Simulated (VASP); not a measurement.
Wanted: the native input for a VASP 6.6.1 run.

| Property | Result |
| --- | --- |
| Task | single point |
| Functional | r2SCAN |
| Potentials or basis | VASP PAW PBE potentials, release 64 (Mg, O) |
| Cutoff | 520 eV |
| k mesh | 6 × 6 × 4 |
| Occupations | methfessel-paxton, width 0.001 eV |
| Spin | no spin polarisation |
| Dipole correction | no |
| Further INCAR settings | ALGO = Normal; EDIFF = 1e-06; NBANDS = 16 |

The system is MgO.

```xyz
4
Lattice="3.2882 0.0000 0.0000 -1.6441 2.8477 0.0000 0.0000 0.0000 5.0344" Properties=species:S:1:pos:R:3 pbc="T T T"
Mg    0.0000    1.8985   -0.0495
Mg    1.6441    0.9492    2.4677
O     0.0000    1.8985    1.9374
O     1.6441    0.9492    4.4546
```

The cell was built by a generator and needn't be a form met in nature.

The input as run:

POSCAR

```
MgO
1.0
    3.2882172536      0.0000000000      0.0000000000
   -1.6441086268      2.8476796748      0.0000000000
    0.0000000000      0.0000000000      5.0343661375
Mg O
2 2
Direct
    0.3333333333      0.6666666667     -0.0098385294
    0.6666666667      0.3333333333      0.4901614706
    0.3333333333      0.6666666667      0.3848385294
    0.6666666667      0.3333333333      0.8848385294
```

INCAR.step1

```
ALGO = Normal
EDIFF = 1E-4
ENCUT = 520
GGA = PE
ISMEAR = 1
LASPH = T
LCHARG = F
LREAL = F
LWAVE = T
NBANDS = 16
NELM = 60
PREC = Accurate
SIGMA = 0.001
```

INCAR.step2

```
ALGO = Normal
EDIFF = 1E-6
ENCUT = 520
ISIF = 2
ISMEAR = 1
ISTART = 1
LASPH = T
LCHARG = F
LMIXTAU = T
LREAL = F
LWAVE = F
METAGGA = R2SCAN
NBANDS = 16
NELM = 60
PREC = Accurate
SIGMA = 0.001
```

KPOINTS

```
k-points
0
Gamma
  6 6 4
```

Potentials or basis: VASP PAW PBE potentials, release 64 (Mg, O).

The run is started by

```sh
$ cat potpaw_PBE.64/Mg/POTCAR potpaw_PBE.64/O/POTCAR > POTCAR
$ cp INCAR.step1 INCAR
$ mpirun -np 1 vasp_std > vasp.out
$ cp INCAR.step2 INCAR
$ mpirun -np 1 vasp_std > vasp.out
```

It gave:

```json
{
  "Pressure": "-0.5 GPa",
  "Band gap on the k mesh": "4.21 eV, direct"
}
```

Caveat: the PAW data sets were made with another functional, which shifts forces and pressure a little.

Run time: 34 s on 1 thread of AMD EPYC 9R45 (Zen 5) (shared host), peak memory 0.14 GiB.
